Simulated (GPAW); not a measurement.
# CdSe (Cadmoselite) (P6_3mc) in GPAW: further runs

The runs below take CdSe (Cadmoselite) through relaxation of cell and atoms, with PBEsol, PBEsol+D3, PBEsol+D3(BJ), PBEsol+D3(BJ)+ATM.

All numbers are computed with GPAW 26.7.0; they aren't measurements. Logs are shortened: lines on timing, memory, paths and dates and some standing lists are left out, and cuts for length are marked. The log counts tension as positive stress, the text compression.

## 1. Starting point

The structure is hexagonal, space group P6_3mc (No. 186). Conventional cell: a = 4.300 Å, b = 4.300 Å, c = 7.020 Å, α = 90.00°, β = 90.00°, γ = 120.00°. Cd (site symmetry 3m) is surrounded by 4 Se at 2.61 to 2.70 Å. Se (site symmetry 3m) is surrounded by 4 Cd at 2.61 to 2.70 Å.

## 2. Relaxation of cell and atoms, PBEsol

The input, run.py:

```python
from ase import Atoms
from ase.filters import FrechetCellFilter
from ase.io import write
from ase.optimize import BFGS
from gpaw import GPAW, PW, setup_paths

setup_paths.insert(0, '.')

atoms = Atoms(['Cd', 'Cd', 'Se', 'Se'],
              cell=[[4.3, 0.0, 0.0],
                    [-2.15, 3.7239092363, 0.0],
                    [0.0, 0.0, 7.02]],
              scaled_positions=[[0.6666666667, 0.3333333333, 0.5],
                                [0.3333333333, 0.6666666667, 0.0],
                                [0.6666666667, 0.3333333333, 0.885],
                                [0.3333333333, 0.6666666667, 0.385]],
              pbc=True)

calc = GPAW(mode=PW(600),
            xc='PBEsol',
            kpts={'size': (5, 5, 3), 'gamma': True},
            occupations={'name': 'fermi-dirac', 'width': 0.05},
            nbands=31,
            convergence={'density': 1e-05, 'forces': 0.0001},
            maxiter=150,
            txt='gpaw.txt')
atoms.calc = calc
opt = BFGS(FrechetCellFilter(atoms), trajectory='relax.traj', logfile='-')
done = opt.run(fmax=0.02, steps=60)
calc.write('gs.gpw')
write('result.traj', atoms)
print('Converged:', done)
print('Cell:', atoms.cell.cellpar().round(4))
print('Volume:', round(atoms.get_volume(), 4))
print(atoms.get_scaled_positions().round(5))
```

Potentials or basis: PAW data sets generated in the run's folder for this functional, pw.

Started as:

```
$ gpaw-setup -f PBEsol Cd Se
$ OMP_NUM_THREADS=1 python run.py
```

gpaw.txt:

```text
__  _  _
 | _ |_)|_||  |
 |__||  | ||/\| - 26.7.0

Input parameters:
  mode=PW(ecut=600.0),
  convergence={'density': 1e-05, 'forces': 0.0001},
  kpts=MonkhorstPack(size=(5, 5, 3), gamma=True),
  maxiter=150,
  nbands=31,
  occupations=Occupations(name='fermi-dirac', width=0.05),
  xc=XC(name='PBEsol')

Diagonalizing LCAO Hamiltonian
Converting LCAO to pw mode

            Se

        Se  Cd

        Cd

Atoms  # Å, Bohr magnetons
|   | symbol |         x |        y |        z |    initial magnetic moments |
|---|--------|-----------|----------|----------|-----------------------------|
| 0 |     Cd |  2.150000 | 1.241303 | 3.510000 | ( 0.0000,  0.0000,  0.0000) |
| 1 |     Cd | -0.000000 | 2.482606 | 0.000000 | ( 0.0000,  0.0000,  0.0000) |
| 2 |     Se |  2.150000 | 1.241303 | 6.212700 | ( 0.0000,  0.0000,  0.0000) |
| 3 |     Se | -0.000000 | 2.482606 | 2.702700 | ( 0.0000,  0.0000,  0.0000) |

Unit cell  # Å
| periodic |         x |        y |        z |  lengths |     angles |
|----------|-----------|----------|----------|----------|------------|
|      yes |  4.300000 | 0.000000 | 0.000000 | 4.300000 |  90.000000 |
|      yes | -2.150000 | 3.723909 | 0.000000 | 4.300000 |  90.000000 |
|      yes |  0.000000 | 0.000000 | 7.020000 | 7.020000 | 120.000000 |

Number of symmetries: 6
Symmetry operations  # r_c * U_cc + t_c -> r_c
|   | kind |            matrix            |
|---|------|------------------------------|
| 0 |  σ   |  1, 1, 0,  0,-1, 0,  0, 0, 1 |
| 1 |  E   |  1, 0, 0,  0, 1, 0,  0, 0, 1 |
| 2 |  C3  |  0, 1, 0, -1,-1, 0,  0, 0, 1 |
| 3 |  σ   |  0,-1, 0, -1, 0, 0,  0, 0, 1 |
| 4 |  σ   | -1, 0, 0,  1, 1, 0,  0, 0, 1 |
| 5 |  C3  | -1,-1, 0,  1, 0, 0,  0, 0, 1 |
[... 211 lines left out ...]
Interpolating wave functions to new cell

            Se

        Se  Cd

        Cd

Atoms  # Å, Bohr magnetons
|   | symbol |         x |        y |        z |    initial magnetic moments |
|---|--------|-----------|----------|----------|-----------------------------|
| 0 |     Cd |  2.150843 | 1.241790 | 3.511100 | ( 0.0000,  0.0000,  0.0000) |
| 1 |     Cd | -0.000000 | 2.483580 | 0.003840 | ( 0.0000,  0.0000,  0.0000) |
| 2 |     Se |  2.150843 | 1.241790 | 6.204016 | ( 0.0000,  0.0000,  0.0000) |
| 3 |     Se | -0.000000 | 2.483580 | 2.696753 | ( 0.0000,  0.0000,  0.0000) |

Unit cell  # Å
| periodic |         x |        y |         z |  lengths |     angles |
|----------|-----------|----------|-----------|----------|------------|
|      yes |  4.301686 | 0.000000 |  0.000000 | 4.301686 |  90.000000 |
[... 1443 lines left out ...]
|---------|---------|----------|
| 0.00000 | 0.00000 | -0.00314 |  # Cd   0
| 0.00000 | 0.00000 | -0.00315 |  # Cd   1
| 0.00000 | 0.00000 |  0.00307 |  # Se   2
| 0.00000 | 0.00000 |  0.00308 |  # Se   3

Interpolating wave functions to new cell
[... 8 lines left out ...]
Atoms  # Å, Bohr magnetons
|   | symbol |         x |        y |        z |    initial magnetic moments |
|---|--------|-----------|----------|----------|-----------------------------|
| 0 |     Cd |  2.150018 | 1.241313 | 3.527058 | ( 0.0000,  0.0000,  0.0000) |
| 1 |     Cd | -0.000000 | 2.482627 | 0.030117 | ( 0.0000,  0.0000,  0.0000) |
| 2 |     Se |  2.150018 | 1.241313 | 6.159440 | ( 0.0000,  0.0000,  0.0000) |
| 3 |     Se | -0.000000 | 2.482627 | 2.662500 | ( 0.0000,  0.0000,  0.0000) |

Unit cell  # Å
| periodic |         x |        y |         z |  lengths |     angles |
|----------|-----------|----------|-----------|----------|------------|
|      yes |  4.300036 | 0.000000 | -0.000000 | 4.300036 |  90.000000 |
|      yes | -2.150018 | 3.723940 |  0.000000 | 4.300036 |  90.000000 |
|      yes | -0.000000 | 0.000000 |  6.993880 | 6.993880 | 120.000000 |

Number of symmetries: 6
Symmetry operations  # r_c * U_cc + t_c -> r_c
|   | kind |            matrix            |
|---|------|------------------------------|
| 0 |  σ   |  1, 1, 0,  0,-1, 0,  0, 0, 1 |
| 1 |  E   |  1, 0, 0,  0, 1, 0,  0, 0, 1 |
| 2 |  C3  |  0, 1, 0, -1,-1, 0,  0, 0, 1 |
| 3 |  σ   |  0,-1, 0, -1, 0, 0,  0, 0, 1 |
| 4 |  σ   | -1, 0, 0,  1, 1, 0,  0, 0, 1 |
| 5 |  C3  | -1,-1, 0,  1, 0, 0,  0, 0, 1 |
[... 218 lines left out ...]
Atoms  # Å, Bohr magnetons
|   | symbol |         x |        y |        z |    initial magnetic moments |
|---|--------|-----------|----------|----------|-----------------------------|
| 0 |     Cd |  2.149619 | 1.241083 | 3.528638 | ( 0.0000,  0.0000,  0.0000) |
| 1 |     Cd | -0.000000 | 2.482166 | 0.030228 | ( 0.0000,  0.0000,  0.0000) |
| 2 |     Se |  2.149619 | 1.241083 | 6.161926 | ( 0.0000,  0.0000,  0.0000) |
| 3 |     Se | -0.000000 | 2.482166 | 2.663519 | ( 0.0000,  0.0000,  0.0000) |

Unit cell  # Å
| periodic |         x |         y |        z |  lengths |     angles |
|----------|-----------|-----------|----------|----------|------------|
|      yes |  4.299238 | -0.000000 | 0.000000 | 4.299238 |  90.000000 |
|      yes | -2.149619 |  3.723250 | 0.000000 | 4.299238 |  90.000000 |
|      yes | -0.000000 |  0.000000 | 6.996817 | 6.996817 | 120.000000 |

Number of symmetries: 6
Symmetry operations  # r_c * U_cc + t_c -> r_c
|   | kind |            matrix            |
|---|------|------------------------------|
| 0 |  σ   |  1, 1, 0,  0,-1, 0,  0, 0, 1 |
| 1 |  E   |  1, 0, 0,  0, 1, 0,  0, 0, 1 |
| 2 |  C3  |  0, 1, 0, -1,-1, 0,  0, 0, 1 |
| 3 |  σ   |  0,-1, 0, -1, 0, 0,  0, 0, 1 |
| 4 |  σ   | -1, 0, 0,  1, 1, 0,  0, 0, 1 |
| 5 |  C3  | -1,-1, 0,  1, 0, 0,  0, 0, 1 |
[... 218 lines left out ...]
Atoms  # Å, Bohr magnetons
|   | symbol |         x |        y |        z |    initial magnetic moments |
|---|--------|-----------|----------|----------|-----------------------------|
| 0 |     Cd |  2.149211 | 1.240848 | 3.532036 | ( 0.0000,  0.0000,  0.0000) |
| 1 |     Cd | -0.000000 | 2.481695 | 0.030694 | ( 0.0000,  0.0000,  0.0000) |
| 2 |     Se |  2.149211 | 1.240848 | 6.166644 | ( 0.0000,  0.0000,  0.0000) |
| 3 |     Se | -0.000000 | 2.481695 | 2.665304 | ( 0.0000,  0.0000,  0.0000) |

Unit cell  # Å
| periodic |         x |         y |        z |  lengths |     angles |
|----------|-----------|-----------|----------|----------|------------|
|      yes |  4.298422 | -0.000000 | 0.000000 | 4.298422 |  90.000000 |
|      yes | -2.149211 |  3.722543 | 0.000000 | 4.298422 |  90.000000 |
|      yes | -0.000000 |  0.000000 | 7.002681 | 7.002681 | 120.000000 |

Number of symmetries: 6
Symmetry operations  # r_c * U_cc + t_c -> r_c
|   | kind |            matrix            |
|---|------|------------------------------|
| 0 |  σ   |  1, 1, 0,  0,-1, 0,  0, 0, 1 |
| 1 |  E   |  1, 0, 0,  0, 1, 0,  0, 0, 1 |
| 2 |  C3  |  0, 1, 0, -1,-1, 0,  0, 0, 1 |
| 3 |  σ   |  0,-1, 0, -1, 0, 0,  0, 0, 1 |
| 4 |  σ   | -1, 0, 0,  1, 1, 0,  0, 0, 1 |
| 5 |  C3  | -1,-1, 0,  1, 0, 0,  0, 0, 1 |
[... 201 lines left out ...]
Forces  # eV/Ang
|        x |       y |        z |
|----------|---------|----------|
|  0.00000 | 0.00000 |  0.00865 |  # Cd   0
| -0.00000 | 0.00000 |  0.00867 |  # Cd   1
|  0.00000 | 0.00000 | -0.00886 |  # Se   2
| -0.00000 | 0.00000 | -0.00888 |  # Se   3

# Writing to gs.gpw (mode='')
```

stdout:

```text
Step          Energy          fmax
BFGS:    0      -12.716702        0.269035
BFGS:    1      -12.721526        0.235055
BFGS:    2      -12.734815        0.046194
BFGS:    3      -12.735112        0.025067
BFGS:    4      -12.735138        0.024506
BFGS:    5      -12.735336        0.032451
BFGS:    6      -12.735401        0.033616
BFGS:    7      -12.735434        0.028128
BFGS:    8      -12.735459        0.021834
BFGS:    9      -12.735511        0.013315
Converged: True
Cell: [  4.2984   4.2984   7.0027  90.      90.     120.    ]
Volume: 112.0503
[[0.66667 0.33333 0.50438]
 [0.33333 0.66667 0.00438]
 [0.66667 0.33333 0.88061]
 [0.33333 0.66667 0.38061]]
```

Run time: 3.9 min. Hardware: 1 thread of Arm Neoverse V1, shared host; peak memory 0.26 GiB.

Results:

```
Free energy                            : -12.7355 eV
Relaxed volume                         : 28.01 Å³/atom
Relaxed cell                           : a = 4.298 Å, b = 4.298 Å, c = 7.003 Å, α = 90.00°, β = 90.00°, γ = 120.00°
Space group after relaxing (to 0.05 Å) : P6_3mc (No. 186)
Energy gained by relaxing              : 4.7 meV/atom
Ionic steps                            : 10
Pressure after relaxing                : 0.1 GPa
Largest force after relaxing           : 0.009 eV/Å
Band gap on the k mesh                 : 0.54 eV, direct
```

Forces in eV/Å, atoms in the order of the input:
```
Cd   0.000  0.000  0.009
Cd   0.000  0.000  0.009
Se   0.000  0.000 -0.009
Se   0.000  0.000 -0.009
```

Step by step:
```csv
step,energy change (eV),largest force (eV/Å),pressure (GPa),volume (Å³)
1,0.0000,0.2690,0.00,112.41
2,-0.0048,0.2352,-0.02,112.41
3,-0.0181,0.0273,-0.08,112.37
4,-0.0184,0.0117,-0.08,112.36
5,-0.0184,0.0093,-0.07,112.34
6,-0.0186,0.0045,0.03,112.14
7,-0.0187,0.0031,0.08,112.04
8,-0.0187,0.0022,0.10,111.99
9,-0.0187,0.0056,0.09,112.00
10,-0.0188,0.0089,0.07,112.05
```

Final structure:
```
CELL_PARAMETERS angstrom
4.29842 0.00000 0.00000
-2.14921 3.72254 0.00000
0.00000 0.00000 7.00268
ATOMIC_POSITIONS crystal
Cd 0.66667 0.33333 0.50438
Cd 0.33333 0.66667 0.00438
Se 0.66667 0.33333 0.88061
Se 0.33333 0.66667 0.38061
```

Caveat: later steps reuse the first step's grids. PBEsol gaps usually lie below the measured ones, often by a third to a half.

[end of part 1 of 2]
